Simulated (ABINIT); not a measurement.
# ZnS (F-43m) in ABINIT: further runs

The runs below take ZnS through relaxation of cell and atoms, single point, with LDA, PBEsol.

All numbers are computed with ABINIT 10.8.3 (patched build); they aren't measurements. Logs are shortened: lines on timing, memory, paths and dates and some standing lists are left out, and cuts for length are marked. The log counts tension as positive stress, the text compression.

### Step 1. Starting point

Symmetry: F-43m, No. 216, cubic system. Conventional cell: a = 5.404 Å, b = 5.404 Å, c = 5.404 Å, α = 90.00°, β = 90.00°, γ = 90.00°. Around Zn (site symmetry -43m) lie 4 S at 2.34 Å. S (site symmetry -43m) is surrounded by 4 Zn at 2.34 Å.

### Step 2. Relaxation of cell and atoms, LDA

run.abi

```
# Pseudopotentials
pp_dirpath "./"
pseudos "Zn.upf, S.upf"

# Structure
acell 3*1.0 Angstrom
rprim
     0.0000000000     2.7020000000     2.7020000000
     2.7020000000     0.0000000000     2.7020000000
     2.7020000000     2.7020000000     0.0000000000
ntypat 2
znucl 30 16
natom 2
typat 1 2
chkprim 0
chksymtnons 0
tolsym 1.0e-6
xred
            3/4            3/4            3/4
            0.0            0.0            0.0

# Plane-wave basis
ecut 36.0
ecutsm 0.5

# k points
kptopt 1
ngkpt 7 7 7
nshiftk 1
shiftk 0.0 0.0 0.0

# Exchange and correlation
ixc 7

# Bands and occupations
nband 17
occopt 3
tsmear 0.05 eV

# SCF cycle
nstep 80
tolvrs 1.0e-12

# Output
iomode 3
prteig 0
prtebands 0
prtwf 0
prtden 0

# Relaxation
ionmov 2
optcell 2
ntime 50
tolmxf 2.0e-5
dilatmx 1.08
```

Potentials or basis: PseudoDojo NC SR LDA v0.4.1 standard.

On the command line:

```console
> mpirun --bind-to none -np 4 abinit run.abi > log 2>&1
```

run.abo:

```text
.Version 10.8.3 of ABINIT
 Symmetries : space group F-4 3 m (#216); Bravais cF (face-center cubic)
================================================================================
 Values of the parameters that define the memory need of the present run
     intxc =       0    ionmov =       2      iscf =       7    lmnmax =       6
     lnmax =       6     mgfft =      45  mpssoang =       3    mqgrid =    3001
     natom =       2  nloc_mem =       1    nspden =       1   nspinor =       1
    nsppol =       1      nsym =      24    n1xccc =    2501    ntypat =       2
    occopt =       3   xclevel =       1
       mpw =        3491          nfft =       91125          nkpt =          20
================================================================================
================================================================================

--------------------------------------------------------------------------------
------------- Echo of variables that govern the present computation ------------
--------------------------------------------------------------------------------
 -outvars: echo values of preprocessed input variables --------
            acell      1.8897261259E+00  1.8897261259E+00  1.8897261259E+00 Bohr
              amu      6.53900000E+01  3.20660000E+01
          chkprim           0
      chksymtnons           0
          dilatmx      1.08000000E+00
             ecut      3.60000000E+01 Hartree
           ecutsm      5.00000000E-01 Hartree
           ionmov           2
              ixc           7
         kptrlatt        7    0    0      0    7    0      0    0    7
          kptrlen      5.05472170E+01
            natom           2
            nband          17
            ngfft          45      45      45
             nkpt          20
            nstep          80
             nsym          24
            ntime          50
           ntypat           2
           occopt           3
          optcell           2
           prtden           0
        prtebands           0
           prteig           0
            prtwf           0
            rprim      0.0000000000E+00  2.7020000000E+00  2.7020000000E+00
                       2.7020000000E+00  0.0000000000E+00  2.7020000000E+00
                       2.7020000000E+00  2.7020000000E+00  0.0000000000E+00
          spgroup         216
           tolmxf      2.00000000E-05
           tolsym      1.00000000E-06
           tolvrs      1.00000000E-12
           tsmear      1.83746611E-03 Hartree
            typat      1  2
           xangst      4.0530000000E+00  4.0530000000E+00  4.0530000000E+00
                       0.0000000000E+00  0.0000000000E+00  0.0000000000E+00
            xcart      7.6590599883E+00  7.6590599883E+00  7.6590599883E+00
                       0.0000000000E+00  0.0000000000E+00  0.0000000000E+00
             xred      7.5000000000E-01  7.5000000000E-01  7.5000000000E-01
                       0.0000000000E+00  0.0000000000E+00  0.0000000000E+00
            znucl       30.00000   16.00000

================================================================================

 chkinp: Checking input parameters for consistency.

================================================================================
== DATASET  1 ==================================================================

--- !DatasetInfo
iteration_state: {dtset: 1, }
dimensions: {natom: 2, nkpt: 20, mband: 17, nsppol: 1, nspinor: 1, nspden: 1, mpw: 3491, }
cutoff_energies: {ecut:  36.0, pawecutdg:  -1.0, }
electrons: {nelect:   2.60000000E+01, charge:   0.00000000E+00, occopt:   3.00000000E+00, tsmear:   1.83746611E-03, }
meta: {optdriver: 0, ionmov: 2, optcell: 2, iscf: 7, paral_kgb: 0, }
...

 Exchange-correlation functional for the present dataset will be:
  LDA: Perdew-Wang 92 LSD fit to Ceperley-Alder data - ixc=7
  J.P.Perdew and Y.Wang, PRB 45, 13244 (1992)

 Real(R)+Recip(G) space primitive vectors, cartesian coordinates (Bohr,Bohr^-1):
 R(1)=  0.0000000  5.1060400  5.1060400  G(1)= -0.0979232  0.0979232  0.0979232
 R(2)=  5.1060400  0.0000000  5.1060400  G(2)=  0.0979232 -0.0979232  0.0979232
 R(3)=  5.1060400  5.1060400  0.0000000  G(3)=  0.0979232  0.0979232 -0.0979232
 Unit cell volume ucvol=  2.6624572E+02 bohr^3
 Angles (23,13,12)=  6.00000000E+01  6.00000000E+01  6.00000000E+01 degrees

 getcut: wavevector=  0.0000  0.0000  0.0000  ngfft=  45  45  45
         ecut(hartree)=     41.990   => boxcut(ratio)=   2.08888

--- Pseudopotential description ------------------------------------------------
- pspini: atom type   1  psp file is ./Zn.upf
  30.00000  20.00000  180309                  znucl, zion, pspdat
12 -1012 2 -1 1296                            pspcod,pspxc,lmax,lloc,mmax
     nproj     2     2     2

- pspini: atom type   2  psp file is ./S.upf
  16.00000   6.00000  180309                  znucl, zion, pspdat
12 -1012 2 -1 1132                            pspcod,pspxc,lmax,lloc,mmax
     nproj     2     2     2

   9.19796488E+02                                ecore*ucvol(ha*bohr**3)
--------------------------------------------------------------------------------

================================================================================

=== [ionmov= 2] Broyden-Fletcher-Goldfarb-Shanno method (forces)
================================================================================

--- Iteration: ( 1/50) Internal Cycle: (1/1)
--------------------------------------------------------------------------------

---SELF-CONSISTENT-FIELD CONVERGENCE--------------------------------------------

--- !BeginCycle
iteration_state: {dtset: 1, itime: 1, icycle: 1, }
solver: {iscf: 7, nstep: 80, nline: 4, wfoptalg: 0, }
tolerances: {tolvrs: 1.00E-12, }
...
[... 565 lines left out ...]
  0.00000000000000E+00  5.00376712638507E+00  5.00376712638507E+00
  5.00376712638507E+00  0.00000000000000E+00  5.00376712638507E+00
  5.00376712638507E+00  5.00376712638507E+00  0.00000000000000E+00
 Unitary Cell Volume (ucvol) [Bohr^3]=  2.50565494801917E+02
 Angles (23,13,12)= [degrees]
  6.00000000000000E+01  6.00000000000000E+01  6.00000000000000E+01
 Lengths [Bohr]
  7.07639533309042E+00  7.07639533309042E+00  7.07639533309042E+00
 Stress tensor in cartesian coordinates (strten) [Ha/bohr^3]
 -1.04343707008070E-08  0.00000000000000E+00  0.00000000000000E+00
  0.00000000000000E+00 -1.04343706990723E-08  0.00000000000000E+00
  0.00000000000000E+00  0.00000000000000E+00 -1.04343706990723E-08
 Total energy (etotal) [Ha]= -2.20039806758143E+02

 Difference of energy with previous step (new-old):
           Absolute (Ha)=-1.20912E-09
           Relative     =-5.49499E-12

 At Broyd/MD step   6, gradients are converged :
  max grad (force/stress) = 1.0434E-06 < tolmxf= 2.0000E-05 ha/bohr (free atoms)

================================================================================

 ----iterations are completed or convergence reached----

 Mean square residual over all n,k,spin=   20.209E-16; max=  67.100E-14
 reduced coordinates (array xred) for    2 atoms
       0.750000000000      0.750000000000      0.750000000000
       0.000000000000      0.000000000000     -0.000000000000
 rms dE/dt=  1.6113E-29; max dE/dt=  2.5244E-29; dE/dt below (all hartree)
    1      -0.000000000000     -0.000000000000      0.000000000000
    2       0.000000000000      0.000000000000      0.000000000000

 cartesian coordinates (angstrom) at end:
    1      3.97181929522833     3.97181929522833     3.97181929522833
    2     -0.00000000000000    -0.00000000000000     0.00000000000000

 cartesian forces (hartree/bohr) at end:
    1     -0.00000000000000    -0.00000000000000     0.00000000000000
    2      0.00000000000000     0.00000000000000    -0.00000000000000
 frms,max,avg= 2.2245957E-30 3.3632726E-30   0.000E+00  0.000E+00  0.000E+00 h/b

 cartesian forces (eV/Angstrom) at end:
    1     -0.00000000000000    -0.00000000000000     0.00000000000000
    2      0.00000000000000     0.00000000000000    -0.00000000000000
 frms,max,avg= 1.1439331E-28 1.7294643E-28   0.000E+00  0.000E+00  0.000E+00 e/A
 length scales=  7.076395333090  7.076395333090  7.076395333090 bohr
              =  3.744667143071  3.744667143071  3.744667143071 angstroms
 Fermi (or HOMO) energy (hartree) =   0.19087   Average Vxc (hartree)=  -0.38971
 Eigenvalues (hartree) for nkpt=  20  k points:
 kpt#   1, nband= 17, wtk=  0.00292, kpt=  0.0000  0.0000  0.0000 (reduced coord)
  -4.41902   -2.75107   -2.75107   -2.75107   -0.34791   -0.09680   -0.09680   -0.09680
  -0.07630   -0.07630    0.15071    0.15071    0.15071    0.22888    0.37766    0.37766
   0.37766
      occupation numbers for kpt#   1
   2.00000    2.00000    2.00000    2.00000    2.00000    2.00000    2.00000    2.00000
   2.00000    2.00000    2.00000    2.00000    2.00000    0.00000    0.00000    0.00000
   0.00000
 prteigrs : prtvol=0 or 1, do not print more k-points.

--- !EnergyTerms
iteration_state     : {dtset: 1, itime: 6, icycle: 1, }
comment             : Components of total free energy in Hartree
kinetic             :  9.60949779174735E+01
hartree             :  9.05857392676427E+01
xc                  : -2.53468096590090E+01
Ewald energy        : -1.09490731771102E+02
psp_core            :  3.67088249182219E+00
local_psp           : -2.29018607757972E+02
non_local_psp       : -4.65352572469975E+01
internal            : -2.20039806758142E+02
'-kT*entropy'       : -4.99586016097411E-13
total_energy        : -2.20039806758143E+02
total_energy_eV     : -5.98758817118684E+03
band_energy         : -2.64801339226784E+01
...

 Cartesian components of stress tensor (hartree/bohr^3)
  sigma(1 1)= -1.04343707E-08  sigma(3 2)=  0.00000000E+00
  sigma(2 2)= -1.04343707E-08  sigma(3 1)=  0.00000000E+00
  sigma(3 3)= -1.04343707E-08  sigma(2 1)=  0.00000000E+00

-Cartesian components of stress tensor (GPa)         [Pressure=  3.0699E-04 GPa]
- sigma(1 1)= -3.06989785E-04  sigma(3 2)=  0.00000000E+00
- sigma(2 2)= -3.06989785E-04  sigma(3 1)=  0.00000000E+00
- sigma(3 3)= -3.06989785E-04  sigma(2 1)=  0.00000000E+00

== END DATASET(S) ==============================================================
================================================================================

 -outvars: echo values of variables after computation  --------
            acell      7.0763953331E+00  7.0763953331E+00  7.0763953331E+00 Bohr
           etotal     -2.2003980676E+02
            fcart     -1.6816362772E-30 -8.4081813860E-31  3.3632725544E-30
                       1.6816362772E-30  8.4081813860E-31 -3.3632725544E-30
            rprim      0.0000000000E+00  7.0710678119E-01  7.0710678119E-01
                       7.0710678119E-01  0.0000000000E+00  7.0710678119E-01
                       7.0710678119E-01  7.0710678119E-01  0.0000000000E+00
           strten     -1.0434370701E-08 -1.0434370699E-08 -1.0434370699E-08
                       0.0000000000E+00  0.0000000000E+00  0.0000000000E+00
           xangst      3.9718192952E+00  3.9718192952E+00  3.9718192952E+00
                      -1.8951911183E-30 -7.4093086287E-31  3.3770528440E-30
             xred      7.5000000000E-01  7.5000000000E-01  7.5000000000E-01
                       8.5564940698E-31  4.1973068701E-31 -1.1354698650E-30
 Calculation completed.
```

Wall time 71 s (4 MPI ranks of Arm Neoverse V1, shared host); peak memory 0.32 GiB.

Results:

```
Free energy            : -5987.5882 eV
Band gap on the k mesh : 2.13 eV, direct
```

Caveat: the cutoff is too short for stress, so the log's stress isn't used; an odd mesh through Γ misses points on the zone boundary, where band edges often lie.

### Step 3. Single point, LDA (cell relaxed)

run.abi

```
pp_dirpath "./"
pseudos "Zn.upf, S.upf"

acell 3.7446671429 3.7446671429 3.7446671429 Angstrom
rprim
     0.0000000000     0.7071067812     0.7071067812
     0.7071067812     0.0000000000     0.7071067812
     0.7071067812     0.7071067812     0.0000000000
ntypat 2
znucl 30 16
natom 2
typat 1 2
xred
     0.7500000000     0.7500000000     0.7500000000
     0.0000000000     0.0000000000     0.0000000000
chkprim 0
chksymtnons 0
tolsym 1.0e-6

ecut 979.609905 eV

kptopt 1
ngkpt 7 7 7
nshiftk 1
shiftk 0.0 0.0 0.0

ixc 7

nband 17
occopt 3
tsmear 0.05 eV

nstep 100
tolvrs 1.0e-10

iomode 3
prtwf 0
prteig 0
prtebands 0
prtden 1
prtvha 1
prtvclmb 1
prtpot 1
prtelf 1
```

Potentials or basis: PseudoDojo NC SR LDA v0.4.1 standard.

On the command line:

```console
> mpirun --bind-to none -np 4 abinit run.abi > log 2>&1
```

It took 11 s on 4 MPI ranks of Arm Neoverse V1, shared host; peak memory 0.28 GiB.

Results (log left out):

```
Free energy                                           : -5987.5925 eV
Band gap on the k mesh                                : 2.13 eV, direct
Valence electrons inside the program's atomic spheres : Zn 18.18; S 3.97
```

Levels at points of the mesh, in eV from the valence-band top:
```csv
k point,band 10,band 11,band 12,band 13,band 14,band 15,band 16,band 17
"(0.00, 0.00, 0.00)",-6.18,0.00,0.00,0.00,2.13,6.18,6.18,6.18
```

Caveat: the cutoff is too short for stress, so the log's stress isn't used.

### Step 4. Single point, PBEsol (cell squeezed)

run.abi

```
# Pseudopotentials
pp_dirpath "./"
pseudos "Zn.upf, S.upf"

# Structure
acell 3*1.0 Angstrom
rprim
     0.0000000000     2.6279350084     2.6279350084
     2.6279350084     0.0000000000     2.6279350084
     2.6279350084     2.6279350084     0.0000000000
ntypat 2
znucl 30 16
natom 2
typat 1 2
xred
     0.7500000000     0.7500000000     0.7500000000
     0.0000000000     0.0000000000     0.0000000000
chkprim 0
chksymtnons 0
tolsym 1.0e-6

# Plane-wave basis
ecut 38.0

# k points
kptopt 1
ngkpt 7 7 7
nshiftk 1
shiftk 0.0 0.0 0.0

# Exchange and correlation
ixc -116133

# Bands and occupations
nband 17
occopt 3
tsmear 0.05 eV

# SCF cycle
nstep 100
tolvrs 1.0e-10

# Output
iomode 3
prtwf 0
prteig 0
prtebands 0
prtden 1
prtvha 1
prtvclmb 1
prtpot 1
prtelf 1
```

Potentials or basis: PseudoDojo NC SR PBEsol v0.4 stringent.

On the command line:

```console
> abinit run.abi > log 2>&1
```

Wall time 36 s (1 thread of Arm Neoverse V1, shared host); peak memory 0.08 GiB.

Results (log left out):

```
Free energy                                           : -5986.2985 eV
Pressure                                              : 4.6 GPa
Band gap on the k mesh                                : 2.34 eV, direct
Valence electrons inside the program's atomic spheres : Zn 18.16; S 3.96
```

Levels at points of the mesh, in eV from the valence-band top:
| k point | band 11 | band 12 | band 13 | band 14 | band 15 | band 16 |
| --- | --- | --- | --- | --- | --- | --- |
| (0.00, 0.00, 0.00) | 0.00 | 0.00 | 0.00 | 2.34 | 6.20 | 6.20 |

### Step 5. Overview

| task | level | potentials or basis | cell | cutoff (eV) | cell freedom (optcell) | optimiser (ionmov) | cutoff smearing ecutsm (Ha) | force stop (Ha/bohr) | gap on the mesh (eV) |
| --- | --- | --- | --- | --- | --- | --- | --- | --- | --- |
| relaxation of cell and atoms | LDA | PseudoDojo NC SR LDA v0.4.1 standard | relaxed | 980 | 2 | 2 | 0.5 | 2e-05 | 2.13 |
| single point | LDA | PseudoDojo NC SR LDA v0.4.1 standard | cell relaxed | 980 | - | - | - | - | 2.13 |
| single point | PBEsol | PseudoDojo NC SR PBEsol v0.4 stringent | cell squeezed | 1034 | - | - | - | - | 2.34 |

Alike in all rows: no spin polarisation; k mesh 7 × 7 × 7; smearing fermi-dirac 0.05 eV.

Caveats: an odd mesh through Γ misses points on the zone boundary, where band edges often lie (some runs).

Absolute energies hang on the potentials; compare differences alone.
